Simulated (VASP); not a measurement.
Set up this calculation in VASP 6.6.1, as the native input.

| Property | Result |
| --- | --- |
| Task | relaxation of cell and atoms |
| Functional | PBE |
| Potentials or basis | VASP PAW PBE potentials, release 64 (Cd, Te) |
| Cutoff | 520 eV |
| k mesh | 7 × 7 × 7 |
| Occupations | gaussian, width 0.1 eV |
| Spin | no spin polarisation |
| Further INCAR settings | ALGO = Normal; EDIFF = 1e-07; IBRION = 2; POTIM = 0.3; EDIFFG = -0.005; NSW = 60; ISIF = 3 |

The structure of CdTe lies in POSCAR:

```
CdTe                                    
1.0
    0.0000000000      3.3115153705      3.3115153705
    3.3115153705      0.0000000000      3.3115153705
    3.3115153705      3.3115153705      0.0000000000
  Cd              Te            
     1     1
Direct
     0.0000000000000000    0.0000000000000000    0.0000000000000000
     0.7500000000000000    0.7500000000000000    0.7500000000000000
```

These files were run (other wordings do the same):

INCAR

```
  PREC = Accurate
  ENCUT = 520
  EDIFF = 1E-7
  ISMEAR = 0
  SIGMA = 0.1
  LREAL = F
  LASPH = T
  NELM = 120
  ALGO = Normal
  ISIF = 3
  LWAVE = F
  LCHARG = F
  GGA = PE
  IBRION = 2
  NSW = 60
  EDIFFG = -0.005
  POTIM = 0.3
```

KPOINTS

```
Automatic mesh
0
Gamma
  7 7 7
```

Potentials or basis: VASP PAW PBE potentials, release 64 (Cd, Te).

The run is started by

```console
$ cat potpaw_PBE.64/Cd/POTCAR potpaw_PBE.64/Te/POTCAR > POTCAR
$ mpirun -np 1 vasp_std > vasp.out
```

Results of the run:

```json
{
 "Relaxed volume": "36.34 Å³/atom",
 "Relaxed cell": "a = 4.684 Å, b = 4.684 Å, c = 4.684 Å, α = 60.00°, β = 60.00°, γ = 60.00°",
 "Space group after relaxing (to 0.05 Å)": "F-43m (No. 216)",
 "Energy gained by relaxing": "0.0 meV/atom",
 "Ionic steps": "2",
 "Pressure after relaxing": "0.0 GPa",
 "Band gap on the k mesh": "0.57 eV, direct"
}
```

Caveat: spin-orbit coupling is left out, which moves the levels of the heavy elements.

Run time: 20 s on 1 thread of Intel(R) Xeon(R) Platinum 8488C (Sapphire Rapids) (shared host), peak memory 0.21 GiB.
